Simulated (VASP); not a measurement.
**BeS: band structure with r2SCAN-EpsX**

Crystal: BeS.

```
S Be
1.0
     0.00000    2.42500    2.42500
     2.42500    0.00000    2.42500
     2.42500    2.42500    0.00000
S Be
1 1
Direct
  0.75000 0.75000 0.75000
  0.00000 0.00000 0.00000
```

```json
{"Program": "VASP 6.6.1", "Task": "band structure", "Functional": "r2SCAN-EpsX", "Potentials or basis": "VASP PAW PBE potentials, release 64 (S, Be)", "Cutoff": "520 eV", "k mesh": "6 × 6 × 6", "Occupations": "gaussian, width 0.02 eV", "Spin": "no spin polarisation", "Ladder": "gaps", "Grid for exact exchange (PRECFOCK)": "Fast", "Exchange at q = 0": "truncated", "Share of exact exchange": "0.189", "Further INCAR settings": "ALGO = Normal; EDIFF = 1e-07"}
```

```
Pressure                : 0.7 GPa
Band gap on the k mesh  : 4.67 eV, indirect (least direct gap 7.54 eV)
Band gap along the path : 4.67 eV, indirect (least direct gap 7.54 eV)
```

Levels at the corners of the path, in eV from the valence-band top:
| point | band 1 | band 2 | band 3 | band 4 | band 5 | band 6 | band 7 | band 8 |
| --- | --- | --- | --- | --- | --- | --- | --- | --- |
| Γ | -15.23 | 0.00 | 0.00 | 0.00 | 7.54 | 7.54 | 7.54 | 7.86 |
| X | -12.83 | -5.58 | -2.90 | -2.90 | 4.67 | 6.58 | 15.44 | 15.44 |
| X | -12.83 | -5.58 | -2.90 | -2.90 | 4.67 | 6.58 | 15.44 | 15.44 |
| W | -12.77 | -4.74 | -4.25 | -3.62 | 8.20 | 10.03 | 10.62 | 10.98 |
| W | -12.77 | -4.74 | -4.25 | -3.62 | 8.20 | 10.03 | 10.62 | 10.98 |
| K | -12.84 | -5.06 | -4.48 | -2.40 | 6.01 | 9.41 | 12.91 | 13.76 |
| K | -12.84 | -5.06 | -4.48 | -2.40 | 6.01 | 9.41 | 12.91 | 13.76 |
| Γ | -15.23 | 0.00 | 0.00 | 0.00 | 7.54 | 7.54 | 7.54 | 7.86 |
| Γ | -15.23 | 0.00 | 0.00 | 0.00 | 7.54 | 7.54 | 7.54 | 7.86 |
| L | -13.44 | -6.39 | -1.13 | -1.13 | 7.31 | 8.44 | 8.44 | 13.37 |
| L | -13.44 | -6.39 | -1.13 | -1.13 | 7.31 | 8.44 | 8.44 | 13.37 |
| U | -12.84 | -5.06 | -4.48 | -2.40 | 6.01 | 9.41 | 12.91 | 13.75 |
| U | -12.84 | -5.06 | -4.48 | -2.40 | 6.01 | 9.41 | 12.91 | 13.76 |
| W | -12.77 | -4.74 | -4.25 | -3.62 | 8.20 | 10.03 | 10.62 | 10.98 |
| W | -12.77 | -4.74 | -4.25 | -3.62 | 8.20 | 10.03 | 10.62 | 10.98 |
| L | -13.44 | -6.39 | -1.13 | -1.13 | 7.31 | 8.44 | 8.44 | 13.37 |
| L | -13.44 | -6.39 | -1.13 | -1.13 | 7.31 | 8.44 | 8.44 | 13.37 |
| K | -12.84 | -5.06 | -4.48 | -2.40 | 6.01 | 9.41 | 12.91 | 13.75 |
| U | -12.84 | -5.06 | -4.48 | -2.40 | 6.01 | 9.41 | 12.91 | 13.76 |
| X | -12.83 | -5.58 | -2.90 | -2.90 | 4.67 | 6.58 | 15.44 | 15.44 |

It took 2.4 min on 4 MPI ranks on Intel(R) Xeon(R) Platinum 8488C (Sapphire Rapids), with other jobs on the host, peak memory 0.23 GiB a rank.

Caveat: the PAW data sets were made with another functional, which shifts forces and pressure a little.
